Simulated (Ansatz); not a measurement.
Hg: distorted cells

Computed with DFT PBE, scalar-relativistic, plane waves, PAW in Ansatz.

Settings: cutoff 420 eV, Γ-centred mesh 14×14×14 on the computed 1-atom cell, Gaussian smearing of 0.10 eV; no spin polarisation.

Reference cell:

```yaml
crystal:
  lattice:
    - [2.23398, -2.04586, 0.00000]
    - [2.23398, 2.04586, 0.00000]
    - [-0.34874, 0.00000, 3.03980]
  atoms:
    - { symbol: Hg, position: [0.50000, 0.50000, 0.50000] }
```

Each variant moves atoms of this cell by the vectors given, if any (Å), and then applies a symmetric strain (tensor components, Cartesian axes). The reference cell isn't relaxed at this level. Energies are per atom at zero smearing, counted from the lowest variant. Pressure is positive in compression.

1. strain (xx yy zz yz xz xy, %) -4.16 -5.23 1.27 0.00 -6.00 0.00
2. strain (xx yy zz yz xz xy, %) -2.55 4.08 -7.28 0.00 3.67 0.00
3. strain (xx yy zz yz xz xy, %) 0.58 0.22 -1.10 0.00 -0.57 0.00

| result | ΔE (meV/atom) | P (GPa) |
| --- | --- | --- |
| A | 0.0 | 1.30 |
| B | 44.4 | 4.15 |
| C | 50.4 | 4.54 |

(1) Which variant gave which result?

Spin–orbit coupling is left out, which can shift energies with elements as heavy as these.

Results:

(1) A is 3, B is 2, C is 1. The pressure falls as the cell grows: from the smallest volume to the largest the variants are 1, 2, 3.